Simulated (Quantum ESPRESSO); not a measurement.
# La (P6_3/mmc) in Quantum ESPRESSO: reference runs

Aim: a first look at La with PBE, on the cell as given and on a disturbed one.

Everything below comes from runs of Quantum ESPRESSO 7.5. Logs are shortened: lines on timing, memory, paths and dates and some standing lists are left out, and cuts for length are marked.

### Step 1. Starting point

Symmetry: P6_3/mmc, No. 194, hexagonal system. Conventional cell: a = 3.750 Å, b = 3.750 Å, c = 6.070 Å, α = 90.00°, β = 90.00°, γ = 120.00°. La (site symmetry -6m2) is surrounded by 12 La at 3.73 to 3.75 Å.

This isn't the form of La at room conditions, which is double hcp.

### Step 2. Single point, PBE

pw.in reads:

```
&CONTROL
  calculation = 'scf'
  prefix = 'pwscf'
  outdir = './tmp'
  pseudo_dir = './pseudo'
  tprnfor = .true.
  tstress = .true.
  disk_io = 'nowf'
/
&SYSTEM
  ibrav = 0
  nat = 2
  ntyp = 1
  ecutwfc = 55
  ecutrho = 440
  nbnd = 18
  occupations = 'smearing'
  smearing = 'fd'
  degauss = 0.00367493
/
&ELECTRONS
  conv_thr = 4d-10
  electron_maxstep = 120
  mixing_beta = 0.5
/
ATOMIC_SPECIES
La   138.9055 La.paw.z_11.atompaw.wentzcovitch.v1.2.upf
CELL_PARAMETERS angstrom
   3.7500000000    0.0000000000    0.0000000000
  -1.8750000000    3.2475952642    0.0000000000
   0.0000000000    0.0000000000    6.0700000000
ATOMIC_POSITIONS crystal
La     0.6666666667    0.3333333333    0.7500000000
La     0.3333333333    0.6666666667    0.2500000000
K_POINTS automatic
8 8 5 0 0 0
```

Potentials or basis: SSSP 1.3 efficiency PBE.

Launch:

```bash
OMP_NUM_THREADS=1 pw.x -in pw.in > pw.out
```

pw.out:

```text
This program is part of the open-source Quantum ESPRESSO suite
     for quantum simulation of materials; please cite
         "P. Giannozzi et al., J. Phys.:Condens. Matter 21 395502 (2009);
         "P. Giannozzi et al., J. Phys.:Condens. Matter 29 465901 (2017);
         "P. Giannozzi et al., J. Chem. Phys. 152 154105 (2020);
     in publications or presentations arising from this work. More details at

     file La.paw.z_11.atompaw.wentzcovitch.v1.2.upf: wavefunction(s)  6S 0P 5D 0D 4F 0F renormalized
     Message from routine setup:
     using ibrav=0 with symmetry is DISCOURAGED, use correct ibrav instead

     G-vector sticks info
     --------------------
     sticks:   dense  smooth     PW     G-vecs:    dense   smooth      PW
     Sum        1519     757    223                77675    27427    4283

     Using Slab Decomposition

     bravais-lattice index     =            0
     lattice parameter (alat)  =       7.0865  a.u.
     unit-cell volume          =     498.8597 (a.u.)^3
     number of atoms/cell      =            2
     number of atomic types    =            1
     number of electrons       =        22.00
     number of Kohn-Sham states=           18
     kinetic-energy cutoff     =      55.0000  Ry
     charge density cutoff     =     440.0000  Ry
     scf convergence threshold =      4.0E-10
     mixing beta               =       0.5000
     number of iterations used =            8  plain     mixing
     Exchange-correlation= SLA PW PBX PBC
                           (   1   4   3   4   0   0   0)

     celldm(1)=   7.086473  celldm(2)=   0.000000  celldm(3)=   0.000000
     celldm(4)=   0.000000  celldm(5)=   0.000000  celldm(6)=   0.000000

     crystal axes: (cart. coord. in units of alat)
               a(1) = (   1.000000   0.000000   0.000000 )
               a(2) = (  -0.500000   0.866025   0.000000 )
               a(3) = (   0.000000   0.000000   1.618667 )

     reciprocal axes: (cart. coord. in units 2 pi/alat)
               b(1) = (  1.000000  0.577350 -0.000000 )
               b(2) = (  0.000000  1.154701  0.000000 )
               b(3) = (  0.000000 -0.000000  0.617792 )

     PseudoPot. # 1 for La read from file:
     La.paw.z_11.atompaw.wentzcovitch.v1.2.upf
     Pseudo is Projector augmented-wave + core cor, Zval = 11.0
     Generated using ATOMPAW code
     Shape of augmentation charge: BESSEL
     Using radial grid of 1101 points,  8 beta functions with:
                l(1) =   0
                l(2) =   0
                l(3) =   1
                l(4) =   1
                l(5) =   2
                l(6) =   2
                l(7) =   3
                l(8) =   3
     Q(r) pseudized with 0 coefficients

     atomic species   valence    mass     pseudopotential
     La               11.00   138.90550     La( 1.00)

     24 Sym. Ops., with inversion, found (12 have fractional translation)

   Cartesian axes

     site n.     atom                  positions (alat units)
         1        La     tau(   1) = (   0.5000000   0.2886751   1.2140000  )
         2        La     tau(   2) = (  -0.0000000   0.5773503   0.4046667  )

     number of k points=    30  Fermi-Dirac smearing, width (Ry)=  0.0037
                       cart. coord. in units 2pi/alat
        k(    1) = (   0.0000000   0.0000000   0.0000000), wk =   0.0062500
        k(    2) = (   0.0000000   0.0000000   0.1235585), wk =   0.0125000
        k(    3) = (   0.0000000   0.0000000   0.2471170), wk =   0.0125000
        k(    4) = (   0.0000000   0.1443376   0.0000000), wk =   0.0375000
        k(    5) = (   0.0000000   0.1443376   0.1235585), wk =   0.0750000
        k(    6) = (   0.0000000   0.1443376   0.2471170), wk =   0.0750000
[... 22 lines left out ...]
        k(   29) = (   0.2500000   0.5773503   0.1235585), wk =   0.0750000
        k(   30) = (   0.2500000   0.5773503   0.2471170), wk =   0.0750000

     Dense  grid:    77675 G-vectors     FFT dimensions: (  48,  48,  80)

     Smooth grid:    27427 G-vectors     FFT dimensions: (  36,  36,  60)

     Initial potential from superposition of free atoms

     starting charge      21.9829, renormalised to      22.0000

     negative rho (up, down):  5.607E-05 0.000E+00
     Starting wfcs are   64 randomized atomic wfcs

     Self-consistent Calculation

     iteration #  1     ecut=    55.00 Ry     beta= 0.50
     Davidson diagonalization with overlap
     ethr =  1.00E-02,  avg # of iterations =  1.2

     Threshold (ethr) on eigenvalues was too large:
     Diagonalizing with lowered threshold

     Davidson diagonalization with overlap
     c_bands:  1 eigenvalues not converged
     c_bands:  2 eigenvalues not converged
     c_bands:  3 eigenvalues not converged
     c_bands:  1 eigenvalues not converged
     c_bands:  1 eigenvalues not converged
     c_bands:  3 eigenvalues not converged
     c_bands:  3 eigenvalues not converged
     c_bands:  1 eigenvalues not converged
     ethr =  6.54E-06,  avg # of iterations = 15.9
[... 117 lines left out ...]
     iteration # 14     ecut=    55.00 Ry     beta= 0.50
     Davidson diagonalization with overlap
     ethr =  7.05E-11,  avg # of iterations =  4.6

     negative rho (up, down):  6.764E-05 0.000E+00

     End of self-consistent calculation

          k = 0.0000 0.0000 0.0000 (  3441 PWs)   bands (ev):

   -21.6735 -21.4676  -6.0358  -4.8207  -4.8207  -4.6333  -4.6333  -4.6089
     7.9897   9.4247  12.2938  12.5227  12.5227  12.7334  12.8227  12.8658
    12.8658  12.9947

          k = 0.0000 0.0000 0.1236 (  3465 PWs)   bands (ev):

   -21.6544 -21.4878  -5.9141  -4.8031  -4.8031  -4.7635  -4.6516  -4.6516
     8.2903   9.4850  12.1719  12.5046  12.5050  12.5508  12.5726  12.7983
    12.7984  12.9657
[... 55 lines left out ...]
          k = 0.0000 0.4330 0.2471 (  3426 PWs)   bands (ev):

   -21.4777 -21.4463  -5.8719  -5.7816  -5.0980  -4.9883  -4.9120  -4.8904
     9.5276   9.8720  10.7952  11.1489  12.5335  12.7926  12.8697  12.9368
    12.9693  13.0100

          k = 0.0000-0.5774 0.0000 (  3434 PWs)   bands (ev):

   -21.4765 -21.4090  -5.8987  -5.6602  -5.4185  -5.1367  -4.9609  -4.8043
     9.5846  10.0268  10.0440  12.4051  12.4294  12.5093  12.6824  13.0446
    13.0505  13.0943

          k = 0.0000-0.5774 0.1236 (  3434 PWs)   bands (ev):

   -21.4700 -21.4154  -5.9569  -5.7534  -5.2852  -5.1064  -4.9235  -4.8375
     9.4561   9.6825  10.8478  11.3230  12.4078  12.5824  13.0083  13.0477
    13.0809  13.1184

          k = 0.0000-0.5774 0.2471 (  3422 PWs)   bands (ev):

   -21.4531 -21.4323  -5.9887  -5.9086  -5.0638  -5.0256  -4.9267  -4.9230
     9.3786   9.6937  10.6973  10.9915  12.5380  12.8648  12.9345  13.0245
    13.0604  13.0633

          k = 0.1250 0.2165 0.0000 (  3453 PWs)   bands (ev):

   -21.6040 -21.4371  -5.8478  -5.2128  -5.1458  -4.9064  -4.7336  -4.6929
     9.0863  10.3277  11.1683  11.6088  12.1447  12.1651  12.9032  12.9081
    13.0314  13.0449
[... 79 lines left out ...]
          k = 0.2500 0.5774 0.2471 (  3429 PWs)   bands (ev):

   -21.4335 -21.4248  -5.8105  -5.7678  -5.4497  -5.3288  -4.9101  -4.8599
    10.1898  10.5397  11.0601  11.1001  11.9532  12.1771  12.7882  12.8012
    12.9573  12.9676

     the Fermi energy is    11.1953 ev

!    total energy              =    -916.45513809 Ry
     total all-electron energy =      -916.455138 Ry
     estimated scf accuracy    <          7.2E-11 Ry
     smearing contrib. (-TS)   =      -0.00266616 Ry
     internal energy E=F+TS    =    -916.45247193 Ry

     The total energy is F=E-TS. E is the sum of the following terms:
     one-electron contribution =      -6.79166950 Ry
     hartree contribution      =      14.85097609 Ry
     xc contribution           =     -26.28653370 Ry
     ewald contribution        =    -111.03209249 Ry
     one-center paw contrib.   =    -787.19315233 Ry

     convergence has been achieved in  14 iterations

     negative rho (up, down):  6.764E-05 0.000E+00

     Forces acting on atoms (cartesian axes, Ry/au):

     atom    1 type  1   force =    -0.00000000   -0.00000000    0.00000000
     atom    2 type  1   force =     0.00000000    0.00000000    0.00000000

     Total force =     0.000000     Total SCF correction =     0.000000

     Computing stress (Cartesian axis) and pressure

     negative rho (up, down):  6.764E-05 0.000E+00
          total   stress  (Ry/bohr**3)                   (kbar)     P=        8.05
   0.00006204  -0.00000000   0.00000000            9.13       -0.00        0.00
  -0.00000000   0.00006204   0.00000000           -0.00        9.13        0.00
   0.00000000   0.00000000   0.00004018            0.00        0.00        5.91

=------------------------------------------------------------------------------=
   JOB DONE.
=------------------------------------------------------------------------------=
```

It took 1.7 min on 1 thread of Arm Neoverse V2, shared host; peak memory 0.79 GiB.

Results:

| Property | Result |
| --- | --- |
| Free energy | -12469.0074 eV |
| Pressure | 0.8 GPa |
| Band gap on the k mesh | none (metal or under the smearing width) |

The run has no spin-orbit coupling, so splittings on La are missing.

### Step 3. Single point, PBE (atoms moved at random, drawn with an rms of 0.05 Å)

pw.in, as its differences from that of step 2:

```diff
@@ -32,4 +32,4 @@
 ATOMIC_POSITIONS crystal
-La     0.6666666667    0.3333333333    0.7500000000
-La     0.3333333333    0.6666666667    0.2500000000
+La     0.6607810000    0.3122920000    0.7432630000
+La     0.3326420000    0.6590090000    0.2516110000
 K_POINTS automatic
```

Potentials or basis: SSSP 1.3 efficiency PBE.

Launch:

```bash
OMP_NUM_THREADS=1 pw.x -in pw.in > pw.out
```

Wall time 7.9 min (1 thread of Arm Neoverse V2, shared host); peak memory 0.91 GiB.

It converged, with:

```yaml
Free_energy: -12469.0054 eV
Pressure: 0.8 GPa
Largest_force: 0.079 eV/Å
Band_gap_on_the_k_mesh: none (metal or under the smearing width)
```

Forces on the atoms (eV/Å):
```
La  -0.001  0.001  0.079
La   0.001 -0.001 -0.079
```

Stress tensor (GPa, compression positive):
```
0.84 0.01 0.00
0.01 0.98 0.02
0.00 0.02 0.62
```

Levels at points of the mesh, in eV from the Fermi level:
```tsv
k point	band 8	band 9	band 10	band 11	band 12	band 13	band 14	band 15
(0.00, 0.00, 0.00)	-15.80	-3.20	-1.77	1.09	1.32	1.33	1.54	1.63
(0.00, -0.50, 0.00)	-16.00	-1.61	-1.13	-1.08	1.20	1.24	1.25	1.49
(0.50, -0.50, 0.00)	-16.00	-1.61	-1.19	-1.19	1.22	1.22	1.37	1.49
(-0.50, 0.00, 0.00)	-16.00	-1.61	-1.18	-1.17	1.22	1.23	1.35	1.49
```
